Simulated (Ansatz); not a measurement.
# AlN: the cost of one run

Method: DFT PBEsol, scalar-relativistic, plane waves, PAW, in Ansatz 0.2.0.

That is the level of the relaxation; later steps name their own.

### 1 Starting point

Symmetry: P6_3mc, No. 186, hexagonal system. The conventional cell has a = 3.106 Å, b = 3.106 Å, c = 5.004 Å, α = 90.00°, β = 90.00°, γ = 120.00°. Around Al (site symmetry 3m) lie 4 N at 1.88 to 1.90 Å. Around N (site symmetry 3m) lie 4 Al at 1.88 to 1.90 Å.

As a file:

```
CELL_PARAMETERS angstrom
3.10570 0.00000 0.00000
-1.55285 2.68961 0.00000
0.00000 0.00000 5.00445
ATOMIC_POSITIONS crystal
Al 0.33333 0.66667 0.00000
Al 0.66667 0.33333 0.50000
N 0.33333 0.66667 0.37500
N 0.66667 0.33333 0.87500
```

(A quick probe on a coarse mesh, which set the mesh and smearing, is not shown.)

### 3 Full relaxation

Input file input.yaml:

```yaml
crystal:
  lattice:
    - [3.10569697, 0.0, 0.0]
    - [-1.55284849, 2.68961248, 0.0]
    - [0.0, 0.0, 5.00445312]
  atoms:
    - { symbol: Al, position: [0.33333333, 0.66666667, 0.0] }
    - { symbol: Al, position: [0.66666667, 0.33333333, 0.5] }
    - { symbol: "N", position: [0.33333333, 0.66666667, 0.375] }
    - { symbol: "N", position: [0.66666667, 0.33333333, 0.875] }
basis:
  ecutwfc: 420
kpoints:
  mp_grid: { grid: [9, 9, 6] }
hamiltonian:
  xc: pbesol
scf:
  occupations: { method: gaussian, width: 0.02 }
output:
  forces: true
  stress: true
  eigenvalues: true
relax:
  adjacent_minimum: "off"
  f_tol: 0.005
  max_steps: 80
  cell: { stress_tol: 0.05 }
```

Command:

```console
> ansatz run input.yaml --threads 2 --pin off --max-ram 5120MiB --backend cpu --events-out ev --progress --plain --runs-dir out
```

Q: Estimate wall time and peak memory on 2 threads of Intel Xeon Platinum 8375C at 2.90GHz (Ice Lake), shared host.

About 7.7 s, with a peak of 0.39 GiB.
